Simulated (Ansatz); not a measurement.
# BN: the cost of one run

Computed with Ansatz 0.2.0 (DFT LDA, scalar-relativistic, plane waves, PAW, unless a step's input says otherwise).

## (1) The starting structure

The structure is cubic, space group F-43m (No. 216). Conventional cell: a = 3.626 Å, b = 3.626 Å, c = 3.626 Å, α = 90.00°, β = 90.00°, γ = 90.00°. B (site symmetry -43m) is surrounded by 4 N at 1.57 Å. N (site symmetry -43m) has 4 B at 1.57 Å as nearest neighbours.

Coordinates:

```cif
data_structure
_symmetry_space_group_name_H-M 'P 1'
_symmetry_Int_Tables_number 1
_cell_length_a 2.5640
_cell_length_b 2.5640
_cell_length_c 2.5640
_cell_angle_alpha 60.000
_cell_angle_beta 60.000
_cell_angle_gamma 60.000
_cell_volume 11.92
loop_
_atom_site_label
_atom_site_type_symbol
_atom_site_fract_x
_atom_site_fract_y
_atom_site_fract_z
_atom_site_occupancy
B1 B 0.00000 0.00000 0.00000 1
N1 N 0.75000 0.75000 0.75000 1
```

The structure comes from the Materials Project (structure only).

## (6) Setting up the map

The energy is mapped over two homogeneous strains; x, y and z are the crystal's own axes (z along the conventional c), which in the input's Cartesian frame point along (1.00, 0.00, 0.00), (0.00, 0.00, -1.00), (0.00, 1.00, 0.00).

The axes are (1) engineering shear strain xz: 7 values from −30 to 30 %; (2) normal strain along z: 7 values from −7.00 %.

Nothing else is relaxed (fractional coordinates fixed). Energies count from the relaxed crystal. Points are written as (first, second).

(The set-up runs are not shown.)

## (7) Grid point (0 %, −7.00 %)

input.yaml

```yaml
crystal:
  lattice:
    - [0.0, 1.6646979276, 1.7899977716]
    - [1.7899977716, 0.0, 1.7899977716]
    - [1.7899977716, 1.6646979276, 0.0]
  atoms:
    - { symbol: B, position: [0.0, 0.0, 0.0] }
    - { symbol: "N", position: [0.75, 0.75, 0.75] }
basis:
  ecutwfc: 520.0
kpoints:
  mp_grid: { grid: [12, 12, 12] }
hamiltonian:
  xc: lda
  pseudopotentials: { kind: paw, azcp: { folder: soft_1 } }
scf:
  occupations: { method: gaussian, width: 0.05 }
output:
  forces: true
  stress: true
  eigenvalues: true
```

Run with:

```sh
$ ansatz run input.yaml --threads 1 --pin off --max-ram 2048MiB --backend cpu --events-out ev --progress --plain --runs-dir out
```

Q: Estimate wall time and peak memory on 1 thread of Arm Neoverse N1, shared host.

About 4.3 s, with a peak of 0.27 GiB.
